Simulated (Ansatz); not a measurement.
Crystal: InSe.

```
In Se
1.0
     2.00000    1.15470    8.44000
    -2.00000    1.15470    8.44000
     0.00000   -2.30940    8.44000
In Se
2 2
Direct
  0.88860 0.88860 0.88860
  0.00000 0.00000 0.00000
  0.17190 0.17190 0.17190
  0.38350 0.38350 0.38350
```

```yaml
Program: Ansatz 0.2.0
Task: single point
Functional: PBEsol
Potentials_or_basis: Ansatz PAW
Cutoff: "420 eV (not typed: the program's choice for these potentials)"
k_mesh: 8 × 8 × 8
Occupations: fermi-dirac, width 0.05 eV
Spin: no spin polarisation
```

On this cell: pressure 0.2 GPa; largest force 0.300 eV/Å; band gap on the k mesh 0.34 eV, direct.

The same run follows on a disturbed copy (atoms moved at random, drawn with an rms of 0.05 Å):

```
In Se
1.0
     2.00000    1.15470    8.44000
    -2.00000    1.15470    8.44000
     0.00000   -2.30940    8.44000
In Se
2 2
Direct
  0.90263 0.88376 0.88154
  0.98127 0.99704 0.01686
  0.15968 0.17080 0.18013
  0.38667 0.37250 0.38690
```

Problem. What changes?

Solution. The energy moves by +8.0 meV/atom; pressure 0.0 GPa; largest force 0.463 eV/Å; band gap on the k mesh 0.44 eV, direct.

Forces on the atoms (eV/Å):
```
In  -0.219 -0.271 -0.304
In   0.333  0.244 -0.031
Se   0.229  0.266  0.253
Se  -0.342 -0.239  0.083
```

Stress tensor (GPa, compression positive):
```
-0.04  0.14 -0.99
 0.14 -0.03 -0.85
-0.99 -0.85 -0.07
```

Caveats: spin-orbit coupling is left out, which moves the levels of the heavy elements; the PAW data sets come from PBE, with cores solved anew for the run's functional, which leaves a small shift of forces and pressure.

A k mesh can miss the band edges.
